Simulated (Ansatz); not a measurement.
Set up this calculation in Ansatz 0.2.0, as the native input.

```
Task                : single point
Functional          : PBEsol
Potentials or basis : all-electron LAPW, scalar-relativistic
Cutoff              : 348 eV (chosen from the basis error)
Basis error allowed : 0.001 eV/atom
k mesh              : 11 × 11 × 11
Occupations         : fermi-dirac, width 0.05 eV
Spin                : collinear spin, ferromagnetic start
Starting moments    : [3.0, 0.0] μB
```

The system is FeO (Wuestite).

```
Fe O
1.0
     1.51882    0.87689    2.51958
    -1.51882    0.87689    2.51958
     0.00000   -1.75378    2.51958
Fe O
1 1
Cartesian
  0.0000 0.0000 0.0000
  0.0000 0.0000 3.7794
```

One way to write it, as run:

input.yaml

```yaml
crystal:
  lattice:
    - [1.5188209023, 0.8768916568, 2.5195772846]
    - [-1.5188209023, 0.8768916568, 2.5195772846]
    - [0.0, -1.7537833136, 2.5195772846]
  atoms:
    - { symbol: Fe, position: [0.0, 0.0, 0.0], spin: 3.0 }
    - { symbol: O, position: [0.5, 0.5, 0.5] }
kpoints:
  mp_grid: { grid: [11, 11, 11] }
scf:
  occupations: { method: fermi_dirac, width: 0.05 }
hamiltonian:
  xc: pbesol
  pseudopotentials: { kind: all_electron, lapw: { basis_error: 0.001 } }
magnetization:
  spin_polarized: true
output:
  forces: true
  stress: true
  eigenvalues: true
```

Potentials or basis: all-electron LAPW, scalar-relativistic.

Launch:

```bash
$ ansatz run input.yaml --threads 2 --pin off --max-ram 6144MiB --backend cpu --events-out ev --progress --plain --runs-dir out
```

It gave:

```json
{"Pressure": "-9.5 GPa", "Band gap on the k mesh": "none (metal or under the smearing width)", "Net moment": "4.00 μB per cell", "Absolute moment": "4.01 μB per cell", "Site moments": "Fe +3.62; O +0.32 μB"}
```

Caveat: a cell with one magnetic atom can't hold antiferromagnetic order, which such compounds often take; semilocal functionals often make such compounds metallic where correlation or magnetic order opens a gap, which also shifts bond lengths.

Run time: 27 s on 2 threads of Arm Neoverse V2 (shared host), peak memory 0.64 GiB.
